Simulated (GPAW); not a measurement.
**1 ML Cr on Ir(111), hcp site, 3 substrate layers: a ladder in the plane-wave cutoff**

Two starts of 1 ML Cr on Ir(111), hcp site, 3 substrate layers are run at each rung of the plane-wave cutoff. Which rung is enough?

Program: GPAW 26.7.0. Level of theory: LDA; plane waves with GPAW's PAW setups, scalar-relativistic. Results are calculated unless marked as measured.

**1. Set-up**

The cell holds 4 atoms: 3 Ir and 1 Cr. Cell: a = 2.709 Å, b = 2.709 Å, c = 20.544 Å, α = 90.0°, β = 90.0°, γ = 120.0°. pseudomorphic film on the substrate's lattice, hard-sphere layer spacings, unrelaxed, 14 A of vacuum. Vacuum lies along c.

As a file:

```cif
data_structure
_symmetry_space_group_name_H-M 'P 1'
_symmetry_Int_Tables_number 1
_cell_length_a 2.7091
_cell_length_b 2.7091
_cell_length_c 20.5439
_cell_angle_alpha 90.000
_cell_angle_beta 90.000
_cell_angle_gamma 120.000
_cell_volume 130.57
loop_
_atom_site_label
_atom_site_type_symbol
_atom_site_fract_x
_atom_site_fract_y
_atom_site_fract_z
_atom_site_occupancy
Ir1 Ir 0.00000 0.00000 0.34073 1
Ir2 Ir 0.66667 0.33333 0.44840 1
Ir3 Ir 0.33333 0.66667 0.55607 1
Cr4 Cr 0.66667 0.33333 0.65927 1
```

**2. Rung 1 (250 eV), start ferro +**

The ladder starts at a low cutoff and climbs, to see from where on the results stand still.

order1.py

```python
import json
import numpy as np
from ase import Atoms
from ase.parallel import paropen, parprint
from gpaw import GPAW

atoms = Atoms(['Ir', 'Ir', 'Ir', 'Cr'],
    cell=[[2.709068, 0.0, 0.0],
         [-1.354534, 2.346121, 0.0],
         [0.0, 0.0, 20.543893]],
    scaled_positions=[[0.0, 0.0, 0.340734],
         [0.666667, 0.333333, 0.448403],
         [0.333333, 0.666667, 0.556072],
         [0.666667, 0.333333, 0.659266]],
    pbc=True,
    magmoms=[0.0, 0.0, 0.0, 2.5])
atoms.calc = GPAW(mode={'name': 'pw', 'ecut': 250},
    xc='LDA',
    kpts={'size': (12, 12, 1), 'gamma': True},
    occupations={'name': 'fermi-dirac', 'width': 0.05},
    convergence={'density': 1e-05, 'energy': 1e-05},
    maxiter=200,
    symmetry={'tolerance': 1e-4},
    txt='order1.txt')
e = atoms.get_potential_energy(force_consistent=True)
res = {'free_energy': e, 'energy_sigma0': atoms.get_potential_energy(), 'fermi_energy': atoms.calc.get_fermi_level()}
res['moments'] = atoms.get_magnetic_moments().tolist()
res['total'] = atoms.get_magnetic_moment()
parprint('site moments (muB):', np.round(res['moments'], 3))
parprint(f"total moment: {res['total']:.3f} muB")
parprint(f'free energy: {e:.6f} eV')
atoms.calc.write('order1.gpw')
with paropen('results.json', 'w') as f:
    json.dump(res, f)
```

Command:

```sh
OMP_NUM_THREADS=1 mpirun -n 4 gpaw python order1.py > order1.log
```

Numbers of over 12 decimals in the logs are rounded to 6 here.

Log:

```text
AssertionError: {'density': np.True_, 'energy': np.True_, 'eigenstates': True}

--- order1.txt ---
Input parameters:
  mode=PW(ecut=250),
  convergence={'density': 1e-05, 'energy': 1e-05},
  kpts=MonkhorstPack(size=(12, 12, 1), gamma=True),
  maxiter=200,
  occupations=Occupations(name='fermi-dirac', width=0.05),
  symmetry=Symmetry(tolerance=0.0001),
  xc=XC(name='LDA')

Diagonalizing LCAO Hamiltonian
Converting LCAO to pw mode

           Cr

        Ir

           Ir

       Ir

Atoms  # Å, Bohr magnetons
|   | symbol |         x |        y |         z |    initial magnetic moments |
|---|--------|-----------|----------|-----------|-----------------------------|
| 0 |     Ir |  0.000000 | 0.000000 |  7.000003 | ( 0.0000,  0.0000,  0.0000) |
| 1 |     Ir |  1.354535 | 0.782040 |  9.211943 | ( 0.0000,  0.0000,  0.0000) |
| 2 |     Ir | -0.000001 | 1.564081 | 11.423884 | ( 0.0000,  0.0000,  0.0000) |
| 3 |     Cr |  1.354535 | 0.782040 | 13.543890 | ( 0.0000,  0.0000,  2.5000) |

Number of symmetries: 6

BZ-sampling:
  Number of BZ points: 144
  Number of IBZ points: 19

  Monkhorst-Pack size: [12, 12, 1]
  Monkhorst-Pack shift: [0.041667, 0.041667, 0.0]

Plane wave coefficients: 1202
Cutoff: 250.0 eV

Spin-components: 2 (collinear spins)
Bands:           37
Projectors:      24
Spin-degeneracy: 1
Datatype:        complex128

Parallelization:
  kpt:    4
  domain: 1
  band:   1

Density:
  Valence electrons: 51.0
  Components: 2
  Grid points: [10 10 75]
  Charge: 0.0  # |e|

Potential:
  Grid points: [10 10 75]

[... setups left out ...]
Reference energy: -1481163.397247  # eV

convergence criteria:
- Maximum integral of absolute [dens]ity change: 1e-05 electrons / valence electron
- Maximum [total energy] change in last 3 cyles: 1e-05 eV / valence electron
- Maximum integral of absolute [eigenst]ate change: 4e-08 eV^2 / valence electron
maximum number of iterations: 200

SCF iterations
|iter     |      energy | eigst |  dens |  magmom |
|---------|-------------|-------|-------|---------|
|iter:   1|       0s |  -51.266546 | +0.07 |       |  +2.4853|
|iter:   2|       1s | -122.604316 | +0.12 | -0.62 |  +2.3916|
|iter:   3|       1s |  -47.751582 | -0.07 | -0.45 |  +2.3898|
|iter:   4|       2s |  -39.741922 | -0.10 | -0.71 |  +2.3865|
|iter:   5|       2s |  -41.567371 | -1.48 | -1.08 |  +2.3523|
|iter:   6|       3s |  -40.037692 | -1.74 | -0.89 |  +2.3098|
|iter:   7|       3s |  -39.480821 | -2.27 | -1.09 |  +2.2327|
|iter:   8|       4s |  -39.945317 | -2.08 | -1.20 |  +2.1406|
|iter:   9|       4s |  -39.082365 | -1.82 | -1.13 |  +2.0528|
|iter:  10|       5s |  -38.909247 | -2.67 | -1.29 |  +1.9954|
[... 17 iterations left out ...]
|iter:  28|      15s |  -39.017086c| -4.85 | -3.27 |  +0.0157|
|iter:  29|      15s |  -39.016940c| -4.90 | -2.88 |  +0.0103|
|iter:  30|      16s |  -39.016731c| -5.25 | -3.07 |  +0.0061|
|iter:  31|      16s |  -39.016730c| -5.73 | -3.61 |  +0.0042|
|iter:  32|      17s |  -39.016746c| -6.07 | -3.50 |  +0.0023|
|iter:  33|      17s |  -39.016749c| -6.48 | -4.01 |  +0.0010|
|iter:  34|      18s |  -39.016774c| -6.68 | -4.23 |  +0.0004|
|iter:  35|      18s |  -39.016779c| -6.94 | -4.86 |  +0.0004|
|iter:  36|      19s |  -39.016770c| -7.13 | -4.92 |  +0.0001|
|iter:  37|      19s |  -39.016609c| -7.27 | -5.29c|  +0.0000|
```

Wall time 34 s (4 MPI ranks of Intel Xeon Platinum 8375C at 2.90GHz (Ice Lake), shared host); peak memory 0.7 GiB.

The run ended with an error.

The program's message: “AssertionError: {'density': np.True_, 'energy': np.True_, 'eigenstates': True}”

**3. Rung 1 (250 eV), start antiferro q=(0,1/2,0) +-**

The second start gives the energy difference between the two end states, the quantity that is followed up the ladder. Its q is in fractions of the reciprocal vectors of the first run's cell.

order2.py

```python
import json
import numpy as np
from ase import Atoms
from ase.parallel import paropen, parprint
from gpaw import GPAW

atoms = Atoms(['Ir', 'Ir', 'Ir', 'Ir', 'Ir', 'Ir', 'Cr', 'Cr'],
    cell=[[2.709068, 0.0, 0.0],
         [-2.709068, 4.692242, 0.0],
         [0.0, 0.0, 20.543893]],
    scaled_positions=[[0.0, 0.0, 0.340734],
         [0.0, 0.5, 0.340734],
         [0.666667, 0.1666665, 0.448403],
         [0.666667, 0.6666665, 0.448403],
         [0.333333, 0.3333335, 0.556072],
         [0.333333, 0.8333335, 0.556072],
         [0.666667, 0.1666665, 0.659266],
         [0.666667, 0.6666665, 0.659266]],
    pbc=True,
    magmoms=[0.0, 0.0, 0.0, 0.0, 0.0, 0.0, 2.5, -2.5])
atoms.calc = GPAW(mode={'name': 'pw', 'ecut': 250},
    xc='LDA',
    kpts={'size': (12, 6, 1), 'gamma': True},
    occupations={'name': 'fermi-dirac', 'width': 0.05},
    convergence={'density': 1e-05, 'energy': 1e-05},
    maxiter=200,
    symmetry={'tolerance': 1e-4},
    txt='order2.txt')
e = atoms.get_potential_energy(force_consistent=True)
res = {'free_energy': e, 'energy_sigma0': atoms.get_potential_energy(), 'fermi_energy': atoms.calc.get_fermi_level()}
res['moments'] = atoms.get_magnetic_moments().tolist()
res['total'] = atoms.get_magnetic_moment()
parprint('site moments (muB):', np.round(res['moments'], 3))
parprint(f"total moment: {res['total']:.3f} muB")
parprint(f'free energy: {e:.6f} eV')
atoms.calc.write('order2.gpw')
with paropen('results.json', 'w') as f:
    json.dump(res, f)
```

Command:

```sh
OMP_NUM_THREADS=1 mpirun -n 4 gpaw python order2.py > order2.log
```

Log:

```text
site moments (muB): [-0.007  0.007  0.048 -0.048 -0.006  0.006  1.976 -1.976]
total moment: -0.000 muB
free energy: -78.189285 eV

--- order2.txt ---
Input parameters:
  mode=PW(ecut=250),
  convergence={'density': 1e-05, 'energy': 1e-05},
  kpts=MonkhorstPack(size=(12, 6, 1), gamma=True),
  maxiter=200,
  occupations=Occupations(name='fermi-dirac', width=0.05),
  symmetry=Symmetry(tolerance=0.0001),
  xc=XC(name='LDA')

Diagonalizing LCAO Hamiltonian
Converting LCAO to pw mode

            Cr

          Ir  Cr

           Ir

            Ir
              Ir

         Ir
          Ir

Atoms  # Å, Bohr magnetons
|   | symbol |         x |        y |         z |    initial magnetic moments |
|---|--------|-----------|----------|-----------|-----------------------------|
| 0 |     Ir |  0.000000 | 0.000000 |  7.000003 | ( 0.0000,  0.0000,  0.0000) |
| 1 |     Ir | -1.354534 | 2.346121 |  7.000003 | ( 0.0000,  0.0000,  0.0000) |
| 2 |     Ir |  1.354535 | 0.782040 |  9.211943 | ( 0.0000,  0.0000,  0.0000) |
| 3 |     Ir |  0.000001 | 3.128161 |  9.211943 | ( 0.0000,  0.0000,  0.0000) |
| 4 |     Ir | -0.000001 | 1.564081 | 11.423884 | ( 0.0000,  0.0000,  0.0000) |
| 5 |     Ir | -1.354535 | 3.910202 | 11.423884 | ( 0.0000,  0.0000,  0.0000) |
| 6 |     Cr |  1.354535 | 0.782040 | 13.543890 | ( 0.0000,  0.0000,  2.5000) |
| 7 |     Cr |  0.000001 | 3.128161 | 13.543890 | ( 0.0000,  0.0000, -2.5000) |

Number of symmetries: 1

BZ-sampling:
  Number of BZ points: 72
  Number of IBZ points: 38

  Monkhorst-Pack size: [12, 6, 1]
  Monkhorst-Pack shift: [0.041667, 0.083333, 0.0]

Plane wave coefficients: 2396
[...]
Energy contributions:
  Kinetic:         -13.651359
  Coulomb:           0.109857
  Zero:              2.271412
  External:          0.000000
  Xc:              -66.829129
  Entropy:          -0.090066
  Spinorbit:         0.000000
  ----------------------------
  Free energy:     -78.189285
  Extrapolated:    -78.144252

dipole moment: (-5.120371, -19.804896, 0.085915)  # |e|*Ang

Total magnetic moment: (0.000000, 0.000000, -0.000122)

Local magnetic moments
|        x |        y |         z |
|----------|----------|-----------|
| 0.000000 | 0.000000 | -0.006881 |  # Ir   0
| 0.000000 | 0.000000 |  0.006860 |  # Ir   1
| 0.000000 | 0.000000 |  0.048268 |  # Ir   2
| 0.000000 | 0.000000 | -0.048270 |  # Ir   3
| 0.000000 | 0.000000 | -0.006073 |  # Ir   4
| 0.000000 | 0.000000 |  0.006080 |  # Ir   5
| 0.000000 | 0.000000 |  1.976049 |  # Cr   6
| 0.000000 | 0.000000 | -1.976126 |  # Cr   7

Fermi level: 2.512
Eigenvalues  # (at kpt = [-0.000, 0.000, 0.000])
| band index |      eig [eV] | occ [0-1] |      eig [eV] | occ [0-1] |
|------------|---------------|-----------|---------------|-----------|
|          0 |       -47.640 |     1.000 |       -47.640 |     1.000 |
|        ... |               |           |               |           |
|         41 |         1.020 |     1.000 |         1.020 |     1.000 |
|         42 |         1.208 |     1.000 |         1.208 |     1.000 |
|         43 |         1.281 |     1.000 |         1.281 |     1.000 |
|         44 |         1.499 |     1.000 |         1.499 |     1.000 |
[...]
|         54 |         3.139 |     0.000 |         3.139 |     0.000 |
|         55 |         3.300 |     0.000 |         3.300 |     0.000 |
|         56 |         3.389 |     0.000 |         3.389 |     0.000 |
|        ... |               |           |               |           |
|         65 |         6.059 |     0.000 |         6.059 |     0.000 |

No gap
No difference between direct/indirect transitions

[key lines of the parts left out:]
Converged in 42 steps
```

Run time: 2.5 min. Hardware: 4 MPI ranks; peak memory 0.99 GiB.

Spin moment in the augmentation sphere by atom:

| atom | spin moment in the augmentation sphere (μB) |
| --- | --- |
| Ir1 | -0.01 |
| Ir2 | 0.01 |
| Ir3 | 0.05 |
| Ir4 | -0.05 |
| Ir5 | -0.01 |
| Ir6 | 0.01 |
| Cr7 | 1.98 |
| Cr8 | -1.98 |

Numbers from this step:

- magnetization: 0 μB
- final state: antiferromagnetic

After 42 cycles the largest moment stands at 1.98 μB.

**4. Rung 2 (325 eV), start ferro +**

order1.py is the script of step 2 with these lines changed:

```diff
@@ -16,3 +16,3 @@
     magmoms=[0.0, 0.0, 0.0, 2.5])
-atoms.calc = GPAW(mode={'name': 'pw', 'ecut': 250},
+atoms.calc = GPAW(mode={'name': 'pw', 'ecut': 325},
     xc='LDA',
```

Command:

```sh
OMP_NUM_THREADS=1 mpirun -n 4 gpaw python order1.py > order1.log
```

Log:

```text
site moments (muB): [-0. -0. -0.  0.]
total moment: -0.000 muB
free energy: -39.882288 eV

--- order1.txt ---
Input parameters:
  mode=PW(ecut=325),
  convergence={'density': 1e-05, 'energy': 1e-05},
  kpts=MonkhorstPack(size=(12, 12, 1), gamma=True),
  maxiter=200,
  occupations=Occupations(name='fermi-dirac', width=0.05),
  symmetry=Symmetry(tolerance=0.0001),
  xc=XC(name='LDA')

Diagonalizing LCAO Hamiltonian
[...]
|         22 |         1.133 |     1.000 |         1.133 |     1.000 |
[...]
|         32 |         3.733 |     0.000 |         3.734 |     0.000 |
|         33 |         3.733 |     0.000 |         3.734 |     0.000 |
|         34 |         7.605 |     0.000 |         7.605 |     0.000 |
|        ... |               |           |               |           |
|         36 |         9.341 |     0.000 |         9.344 |     0.000 |

No gap
No difference between direct/indirect transitions

[key lines of the parts left out:]
Free energy:     -39.882288
Converged in 39 steps
dipole moment: (-2.545056, -9.905743, 0.038838)  # |e|*Ang
Fermi level: 2.447
```

It took 32 s on 4 MPI ranks; peak memory 0.77 GiB.

Numbers from this step:

```
final state : non-magnetic
```

After 39 cycles the seed has died away: no moment is left.

**5. Rung 2 (325 eV), start antiferro q=(0,1/2,0) +-**

order2.py is the script of step 3 with these lines changed:

```diff
@@ -20,3 +20,3 @@
     magmoms=[0.0, 0.0, 0.0, 0.0, 0.0, 0.0, 2.5, -2.5])
-atoms.calc = GPAW(mode={'name': 'pw', 'ecut': 250},
+atoms.calc = GPAW(mode={'name': 'pw', 'ecut': 325},
     xc='LDA',
```

Command:

```sh
OMP_NUM_THREADS=1 mpirun -n 4 gpaw python order2.py > order2.log
```

Log:

```text
site moments (muB): [-0.007  0.007  0.05  -0.051 -0.005  0.005  2.029 -2.029]
total moment: 0.000 muB
free energy: -79.894141 eV

--- order2.txt ---
Input parameters:
  mode=PW(ecut=325),
  convergence={'density': 1e-05, 'energy': 1e-05},
  kpts=MonkhorstPack(size=(12, 6, 1), gamma=True),
  maxiter=200,
  occupations=Occupations(name='fermi-dirac', width=0.05),
  symmetry=Symmetry(tolerance=0.0001),
  xc=XC(name='LDA')
[...]
|         44 |         1.497 |     1.000 |         1.497 |     1.000 |
[...]
|         54 |         3.110 |     0.000 |         3.110 |     0.000 |
|         55 |         3.278 |     0.000 |         3.278 |     0.000 |
|         56 |         3.352 |     0.000 |         3.352 |     0.000 |
|        ... |               |           |               |           |
|         65 |         6.053 |     0.000 |         6.053 |     0.000 |

No gap
No difference between direct/indirect transitions

[key lines of the parts left out:]
Free energy:     -79.894141
Converged in 44 steps
dipole moment: (-5.148169, -19.778169, 0.085666)  # |e|*Ang
Fermi level: 2.497
```

It took 4.1 min on 4 MPI ranks; peak memory 1.2 GiB.

This step gave:

* magnetization: 0 μB
* final state: antiferromagnetic
* largest moment: 2.029 μB

This start lies -64.8 meV a seeded atom from the first; its largest moment is 2.03 μB.

**6. Rung 3 (400 eV), start ferro +**

order1.py is the script of step 4 with these lines changed:

```diff
@@ -16,3 +16,3 @@
     magmoms=[0.0, 0.0, 0.0, 2.5])
-atoms.calc = GPAW(mode={'name': 'pw', 'ecut': 325},
+atoms.calc = GPAW(mode={'name': 'pw', 'ecut': 400},
     xc='LDA',
```

Command:

```sh
OMP_NUM_THREADS=1 mpirun -n 4 gpaw python order1.py > order1.log
```

Log:

```text
site moments (muB): [-0.  0. -0.  0.]
total moment: 0.000 muB
free energy: -40.267924 eV

--- order1.txt ---
Input parameters:
  mode=PW(ecut=400),
  convergence={'density': 1e-05, 'energy': 1e-05},
  kpts=MonkhorstPack(size=(12, 12, 1), gamma=True),
  maxiter=200,
  occupations=Occupations(name='fermi-dirac', width=0.05),
  symmetry=Symmetry(tolerance=0.0001),
  xc=XC(name='LDA')

Diagonalizing LCAO Hamiltonian
[...]
|         22 |         1.129 |     1.000 |         1.129 |     1.000 |
[...]
|         32 |         3.727 |     0.000 |         3.727 |     0.000 |
|         33 |         3.728 |     0.000 |         3.728 |     0.000 |
|         34 |         7.606 |     0.000 |         7.606 |     0.000 |
|        ... |               |           |               |           |
|         36 |         9.366 |     0.000 |         9.370 |     0.000 |

No gap
No difference between direct/indirect transitions

[key lines of the parts left out:]
Free energy:     -40.267924
Converged in 37 steps
dipole moment: (-2.555829, -9.896185, 0.038999)  # |e|*Ang
Fermi level: 2.445
```

Elapsed: 44 s, on 4 MPI ranks; peak memory 0.86 GiB.

This step gave:

```
final state : non-magnetic
```

After 37 cycles the seed has died away: no moment is left.

**7. Rung 3 (400 eV), start antiferro q=(0,1/2,0) +-**

order2.py is the script of step 5 with these lines changed:

```diff
@@ -20,3 +20,3 @@
     magmoms=[0.0, 0.0, 0.0, 0.0, 0.0, 0.0, 2.5, -2.5])
-atoms.calc = GPAW(mode={'name': 'pw', 'ecut': 325},
+atoms.calc = GPAW(mode={'name': 'pw', 'ecut': 400},
     xc='LDA',
```

Command:

```sh
OMP_NUM_THREADS=1 mpirun -n 4 gpaw python order2.py > order2.log
```

Log:

```text
site moments (muB): [-0.007  0.007  0.051 -0.051 -0.005  0.005  2.058 -2.058]
total moment: -0.000 muB
free energy: -80.671587 eV

--- order2.txt ---
Input parameters:
  mode=PW(ecut=400),
  convergence={'density': 1e-05, 'energy': 1e-05},
  kpts=MonkhorstPack(size=(12, 6, 1), gamma=True),
  maxiter=200,
  occupations=Occupations(name='fermi-dirac', width=0.05),
  symmetry=Symmetry(tolerance=0.0001),
[...]
|         44 |         1.495 |     1.000 |         1.495 |     1.000 |
[...]
|         54 |         3.106 |     0.000 |         3.106 |     0.000 |
|         55 |         3.276 |     0.000 |         3.276 |     0.000 |
|         56 |         3.347 |     0.000 |         3.347 |     0.000 |
|        ... |               |           |               |           |
|         65 |         6.054 |     0.000 |         6.054 |     0.000 |

No gap
No difference between direct/indirect transitions

[key lines of the parts left out:]
Free energy:     -80.671587
Converged in 43 steps
dipole moment: (-5.167570, -19.764240, 0.086247)  # |e|*Ang
Fermi level: 2.496
```

It took 5.3 min on 4 MPI ranks; peak memory 1.4 GiB; 21 min of CPU time.

Read from the output:

| Item | Value |
| --- | --- |
| magnetization | 0 μB |
| final state | antiferromagnetic |
| largest moment | 2.058 μB |

This start lies -67.9 meV a seeded atom from the first, a change of -3.1 meV since rung 2; its largest moment is 2.06 μB.

**8. Rung 4 (500 eV), start ferro +**

order1.py is the script of step 6 with these lines changed:

```diff
@@ -16,3 +16,3 @@
     magmoms=[0.0, 0.0, 0.0, 2.5])
-atoms.calc = GPAW(mode={'name': 'pw', 'ecut': 400},
+atoms.calc = GPAW(mode={'name': 'pw', 'ecut': 500},
     xc='LDA',
```

Command:

```sh
OMP_NUM_THREADS=1 mpirun -n 4 gpaw python order1.py > order1.log
```

Log:

```text
site moments (muB): [ 0.  0.  0. -0.]
total moment: -0.000 muB
free energy: -40.397821 eV

--- order1.txt ---
Input parameters:
  mode=PW(ecut=500),
  convergence={'density': 1e-05, 'energy': 1e-05},
  kpts=MonkhorstPack(size=(12, 12, 1), gamma=True),
  maxiter=200,
  occupations=Occupations(name='fermi-dirac', width=0.05),
  symmetry=Symmetry(tolerance=0.0001),
  xc=XC(name='LDA')

Diagonalizing LCAO Hamiltonian
[...]
|         22 |         1.129 |     1.000 |         1.129 |     1.000 |
[...]
|         32 |         3.726 |     0.000 |         3.726 |     0.000 |
|         33 |         3.726 |     0.000 |         3.726 |     0.000 |
|         34 |         7.607 |     0.000 |         7.606 |     0.000 |
|        ... |               |           |               |           |
|         36 |         9.361 |     0.000 |         9.366 |     0.000 |

No gap
No difference between direct/indirect transitions

[key lines of the parts left out:]
Free energy:     -40.397821
Converged in 40 steps
dipole moment: (-2.557651, -9.897106, 0.039108)  # |e|*Ang
Fermi level: 2.445
```

It took 55 s on 4 MPI ranks; peak memory 0.91 GiB.

Read from the output:

```yaml
final_state: non-magnetic
```

After 40 cycles the seed has died away: no moment is left.

(Continued in part 2 of 2.)

[Logs and program files are shortened in this print: banners, set-up blocks, solver, clock and traceback lines can be left out without a mark of their own.]

[Logs are printed without paths, hosts, clocks, repeated set-up lines and the standing remarks that a program may print on its own settings, such as how far it seeks lower states.]

[Hosts, paths, dates, database ids (printed as entryN), source tags and the programs' standing remarks are cut or masked in the printed files.]

[Where a cell is said to come from a database of computed structures, the database is the Materials Project.]
